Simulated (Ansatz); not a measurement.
## Zn: distorted cells

These are results of DFT PBEsol, scalar-relativistic, plane waves, PAW in Ansatz 0.2.0, not measurements.

Plane waves to 420 eV, a k mesh through Γ of 16×16×16 on the computed 1-atom cell and Gaussian smearing (0.10 eV); no spin polarisation.

Reference cell:

```xyz
1
Lattice="0.0000 1.9648 1.9648 1.9648 0.0000 1.9648 1.9648 1.9648 0.0000" Properties=species:S:1:pos:R:3 pbc="T T T"
Zn    0.0000    0.0000    0.0000
```

Each variant moves atoms of this cell by the vectors given, if any (Å), and then applies a symmetric strain (tensor components, Cartesian axes). The reference cell isn't relaxed at this level. Energies are per atom at zero smearing, counted from the lowest variant. Pressure is positive in compression.

1. strain (xx yy zz yz xz xy, %) -0.36 -1.25 -0.98 0.26 -0.03 -0.35
2. strain (xx yy zz yz xz xy, %) 0.96 3.38 -0.19 1.05 -0.54 -0.83
3. strain (xx yy zz yz xz xy, %) -3.72 -3.33 -3.43 -0.01 -0.34 -1.00

| result | ΔE (meV/atom) | P (GPa) |
| --- | --- | --- |
| A | 36.8 | -7.19 |
| B | 0.0 | 3.43 |
| C | 3.5 | -3.57 |

**Question.** Which variant gave which result?

**Answer.** A is 2, B is 3, C is 1. The pressure falls as the cell grows: from the smallest volume to the largest the variants are 3, 1, 2.

This fcc form isn't the element's structure at ambient conditions.